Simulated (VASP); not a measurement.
Runs of VASP 6.6.1 on Re. It takes space group P6_3/mmc (No. 194, hexagonal). Conventional cell: a = 2.761 Å, b = 2.761 Å, c = 4.458 Å, α = 90.00°, β = 90.00°, γ = 120.00°. Re (site symmetry -6m2) has 12 Re at 2.74 to 2.76 Å as nearest neighbours. 

```tsv
task	level	potentials or basis	spin	cell	k mesh	cutoff (eV)	smearing	optimiser	further INCAR settings	gap on the mesh (eV)	pressure (GPa)	relaxed volume (Å³/atom)
relaxation of cell and atoms	LDA	VASP PAW LDA potentials, release 64 (Re)	off	relaxed from: volume scaled by 1.04	11 × 11 × 6	600	methfessel-paxton 0.1 eV	BFGS	ALGO = Normal; EDIFF = 1.00e-07	none	0.0	14.38
single point	PBE	VASP PAW PBE potentials, release 64 (Re)	off	as given	11 × 11 × 6	520	gaussian 0.02 eV	-	ALGO = Fast; EDIFF = 1e-06; NBANDS = 14	none	(a)	-
relaxation of cell and atoms	PBE+dDsC	VASP PAW PBE potentials, release 64 (Re)	SOC, no magnetisation	relaxed from: volume scaled by 0.88	8 × 8 × 5	580	methfessel-paxton 0.1 eV	LBFGS	ALGO = Fast; EDIFF = 1.00e-06	-	0.0	14.78
single point	PBE	VASP PAW PBE potentials, release 64 (Re)	off	as given	11 × 11 × 6	520	gaussian 0.02 eV	-	ALGO = Normal; EDIFF = 1.00e-06	none	5.4	-
```

Fill in the values left out.

(a) 5.5.

A k mesh can miss the band edges, and rows without SOC leave out spin-orbit coupling on Re.

A gap of «none» marks a metal or a gap under the smearing width.
